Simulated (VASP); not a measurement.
Crystal: AlP.

```
Al P
1.0
     0.00000    2.73570    2.73570
     2.73570    0.00000    2.73570
     2.73570    2.73570    0.00000
Al P
1 1
Direct
  0.00000 0.00000 0.00000
  0.25000 0.25000 0.25000
```

Base run:

* Program: VASP 6.6.1
* Functional: PBE
* Potentials or basis: VASP PAW PBE potentials, release 64 (Al, P)
* Cutoff: 520 eV
* k mesh: 8 × 8 × 8
* Occupations: gaussian, width 0.03 eV
* Spin: no spin polarisation

Its results: band gap on the k mesh 1.59 eV, indirect (least direct gap 3.25 eV).

Problem. The run is repeated on the same cell with these changes: functional from PBE to TB-mBJ. What comes out?

Solution. Band gap on the k mesh 2.42 eV, indirect (least direct gap 4.21 eV).
